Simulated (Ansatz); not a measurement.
The cell comes from COD entry 1538667, which wasn't checked; take it as a given geometry.

An input for NbN: DFT, LDA, all-electron LAPW, scalar-relativistic (Ansatz 0.2.0).

Command: `ansatz run input.yaml --threads 1 --pin off --max-ram 3072MiB --backend cpu --events-out ev --progress --plain --runs-dir out` The run took 54 s on 1 thread of Arm Neoverse N1 (shared host), peak memory 0.48 GiB.

```yaml
crystal:
  lattice:
    - [0.0, 2.1945, 2.1945]
    - [2.1945, 0.0, 2.1945]
    - [2.1945, 2.1945, 0.0]
  atoms:
    - { symbol: Nb, position: [0.5, 0.5, 0.5] }
    - { symbol: "N", position: [0.0, 0.0, 0.0] }
kpoints:
  mp_grid: { grid: [13, 13, 13] }
  band_path:
    path:
      - [0.0, 0.0, 0.0]
      - [0.5, 0.0, 0.5]
      - [0.625, 0.25, 0.625]
      - [0.375, 0.375, 0.75]
      - [0.0, 0.0, 0.0]
      - [0.5, 0.5, 0.5]
      - [0.5, 0.25, 0.75]
      - [0.5, 0.0, 0.5]
    npoints: 14
scf:
  occupations: { method: fermi_dirac, width: 0.08 }
hamiltonian:
  xc: lda
  pseudopotentials: { kind: all_electron, lapw: { basis_error: 0.00025 } }
output:
  forces: true
  stress: true
  eigenvalues: true
  populations: true
  dos: { projected: true, de: 0.2, e_range: [-14, 8] }
```

Set-up and iterations as logged by Ansatz (the results part is left out, to be predicted):

```
Nb: projections on atomic orbitals take those of the free atom 1s2 2s2 2p6 3s2 3p6 3d10 4s2 4p6 4d4 5s1, of charge +0.00 (hamiltonian.pseudopotentials.projection_atoms)
N: projections on atomic orbitals take those of the free atom 1s2 2s2 2p3, of charge +0.00 (hamiltonian.pseudopotentials.projection_atoms)
LAPW: plane waves up to 9.778 Å⁻¹, error target 2.5e-4 eV per atom; small_component_spin mean_spin; N in spheres of 1.004 Å, 7 of its electrons in bands, Dirac shells []; Nb in spheres of 1.191 Å, 31 of its electrons in bands, Dirac shells []
Engine: ansatz 0.2.0
Pseudopotentials: kind: all_electron
Pseudopotential: Nb, LAPW, valence charge 31, Koelling and Harmon's equation, gaussian nucleus
Pseudopotential: N, LAPW, valence charge 7, Koelling and Harmon's equation, gaussian nucleus
Functional definition: SPW92
  exchange = slater_x
  correlation = pw_c
Crystal: 2 atoms, lattice volume = 21.137 Å³
Basis set: ecut = 364.2944890763613 eV, 331 PW (Γ), exchange–correlation at level 2
Bands: 23, of which v1, the nominal top of the filled ones, is band 19 counted from 1 (18 counted from 0)
Symmetry: 48 space group operations
Space group: Fm-3m (ITA 225), of the structure as read, at distance tolerance 2.8e-5 Å
k-points: 84 of 2197
Non-local potential: Nb, projectors of the file, none
Non-local potential: N, projectors of the file, none
Initial density: superposition of atomic densities (chi_scale 0.1, normalization cell, long waves kept (reshape's long-wave potential 0.00 eV rms))
Initial wavefunctions: plane waves of lowest kinetic energy (no species holds an atomic orbital)
Functional: x = slater, c = lda
iter 1 solved again at ethr=1.83e-2 eV; its pass at ethr=1.00e-1 eV (dr2=6.97e0 eV) is discarded
SCF iter   1: F=—  HF=-105322.026550 eV  |F-HF|=—  |Δ(HF+E_count)|=         —  Δρ=1.64e-1  dr2=6.97e0  ethr=1.83e-2  ⟨swp⟩=2.0  Hψ=23333  notcnv=0
automatic band count: the SCF goes on with 27 bands, as 23 were too few: the levels above may hold too much charge
iter 2 solved again at ethr=2.92e-4 eV; its pass at ethr=1.83e-2 eV (dr2=1.11e-1 eV) is discarded
SCF iter   2: F=—  HF=-105318.930584 eV  |F-HF|=—  |Δ(HF+E_count)|=    3.10e0  Δρ=2.73e-2  dr2=1.11e-1  ethr=2.92e-4  ⟨swp⟩=2.0  Hψ=11014  notcnv=0
SCF iter   3: F=—  HF=-105318.780437 eV  |F-HF|=—  |Δ(HF+E_count)|=   1.50e-1  Δρ=4.20e-2  dr2=5.22e-1  ethr=2.91e-4  ⟨swp⟩=2.7  Hψ=7050  notcnv=0
SCF iter   4: F=—  HF=-105318.676041 eV  |F-HF|=—  |Δ(HF+E_count)|=         —  Δρ=7.81e-3  dr2=4.65e-3  ethr=2.91e-4  ⟨swp⟩=2.0  Hψ=6835  notcnv=0
the basis was enlarged: its passes take 285.5 KiB over the memory plan, 1 of 1 planned eigensolver slots
SCF iter   5: F=—  HF=-105318.667082 eV  |F-HF|=—  |Δ(HF+E_count)|=   8.96e-3  Δρ=2.92e-3  dr2=2.06e-3  ethr=1.22e-5  ⟨swp⟩=2.2  Hψ=6377  notcnv=0
SCF iter   6: F=—  HF=-105318.665972 eV  |F-HF|=—  |Δ(HF+E_count)|=   1.11e-3  Δρ=1.21e-3  dr2=4.31e-4  ethr=5.42e-6  ⟨swp⟩=2.0  Hψ=6353  notcnv=0
SCF iter   7: F=—  HF=-105318.665892 eV  |F-HF|=—  |Δ(HF+E_count)|=   8.02e-5  Δρ=3.10e-4  dr2=1.99e-5  ethr=1.14e-6  ⟨swp⟩=2.0  Hψ=6353  notcnv=0
SCF iter   8: F=—  HF=-105318.665890 eV  |F-HF|=—  |Δ(HF+E_count)|=   1.83e-6  Δρ=7.98e-5  dr2=1.65e-6  ethr=5.25e-8  ⟨swp⟩=2.0  Hψ=6353  notcnv=0
SCF iter   9: F=-105318.665889 eV  HF=-105318.665889 eV  |F-HF|=1.08e-8  |Δ(HF+E_count)|=   4.81e-7  Δρ=1.32e-5  dr2=3.05e-8  ethr=4.34e-9  ⟨swp⟩=2.0  Hψ=6353  notcnv=0
```

Q: What pressure will this run report?

A: -7.66 GPa (positive in compression).

Q: Is there a band gap?

A: none: bands cross the Fermi level, a metal.
